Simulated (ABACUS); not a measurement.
A run of ABACUS 3.10.1 is set up as follows.

run_abacus.py

```python
"""ABACUS run from a structure file: ASE reads it, the script writes STRU, KPT and INPUT."""
import re
import subprocess
from ase.io import read
from ase.units import Bohr

atoms = read("POSCAR")
atoms = atoms[(-atoms.numbers).argsort(kind="stable")]  # ABACUS lists atoms element by element
pseudo = {'Ru': 'Ru.upf', 'Al': 'Al.upf'}
orbital = {'Ru': 'Ru_confined-atom_7au_3s2p2d1f.orb', 'Al': 'Al_confined-atom_8au_2s2p1d.orb'}
magmoms = None
kmesh = [9, 9, 9]
params = {
    'suffix': 'AlRu',
    'calculation': 'scf',
    'basis_type': 'lcao',
    'pseudo_dir': './',
    'orbital_dir': './',
    'symmetry': 1,
    'dft_functional': 'GGA_X_B88+GGA_C_LYP',
    'ecutwfc': 100,
    'pseudo_rcut': 7,
    'nspin': 1,
    'nbands': 14,
    'ks_solver': 'genelpa',
    'smearing_method': 'fd',
    'smearing_sigma': 0.00367493,
    'scf_thr': 1e-07,
    'scf_nmax': 100,
    'mixing_type': 'broyden',
    'mixing_beta': 0.7,
    'cal_force': 1,
    'cal_stress': 1,
    'out_mul': 1,
    'out_chg': 1,
    'out_pot': 2,
    'out_elf': 1,
}

symbols = atoms.get_chemical_symbols()
elements = list(dict.fromkeys(symbols))
lines = ["ATOMIC_SPECIES"] + [f"{e} {atoms.get_masses()[symbols.index(e)]:.4f} {pseudo[e]}" for e in elements]
if orbital:
    lines += ["", "NUMERICAL_ORBITAL"] + [orbital[e] for e in elements]
lines += ["", "LATTICE_CONSTANT", f"{1 / Bohr:.10f}", "", "LATTICE_VECTORS"]
lines += [" ".join(f"{x:.10f}" for x in v) for v in atoms.cell]
lines += ["", "ATOMIC_POSITIONS", "Direct"]
for e in elements:
    lines += ["", e, "0.0", str(symbols.count(e))]
    for i, p in enumerate(atoms.get_scaled_positions(wrap=False)):
        if symbols[i] == e:
            mag = "" if magmoms is None else " mag " + " ".join(str(x) for x in (magmoms[i] if isinstance(magmoms[i], list) else [magmoms[i]]))
            lines.append(" ".join(f"{x:.10f}" for x in p) + " 1 1 1" + mag)
open("STRU", "w").write("\n".join(lines) + "\n")
open("KPT", "w").write("K_POINTS\n0\nGamma\n%d %d %d 0 0 0\n" % tuple(kmesh))
open("INPUT", "w").write("INPUT_PARAMETERS\n" + "".join(f"{k:<20s}{v}\n" for k, v in params.items()))

done = subprocess.run(['mpirun', '-np', '4', 'abacus'])
if done.returncode:
    raise SystemExit(done.returncode)
log = open("OUT.AlRu/running_scf.log").read()
print("final energy (eV):", re.findall(r"FINAL_ETOT_IS (\S+)", log))
```

The input POSCAR:

```
AlRu
1.0
    2.9916000000      0.0000000000      0.0000000000
    0.0000000000      2.9916000000      0.0000000000
    0.0000000000      0.0000000000      2.9916000000
Ru Al
1 1
Direct
    0.5000000000      0.5000000000      0.5000000000
    0.0000000000      0.0000000000      0.0000000000
```

Potentials or basis: PseudoDojo NC SR 0.4.1 PBE standard, DZP LCAO (the cutoffs set its grid).

Launch:

```bash
$ OMP_NUM_THREADS=1 python run_abacus.py > log
```

Q: Estimate the pressure.

A: 12.0 GPa.

Q: What does it give for the Mulliken charges?

A: Ru -0.38; Al +0.38 e.

Q: Predict the band gap on the k mesh.

A: None (metal or under the smearing width).

Caveat: the atomic orbitals were generated for these runs and aren't a published set; the potentials were made for another functional, which shifts forces and pressure; the basis of atomic orbitals isn't converged, which shifts pressures, moduli and gaps.
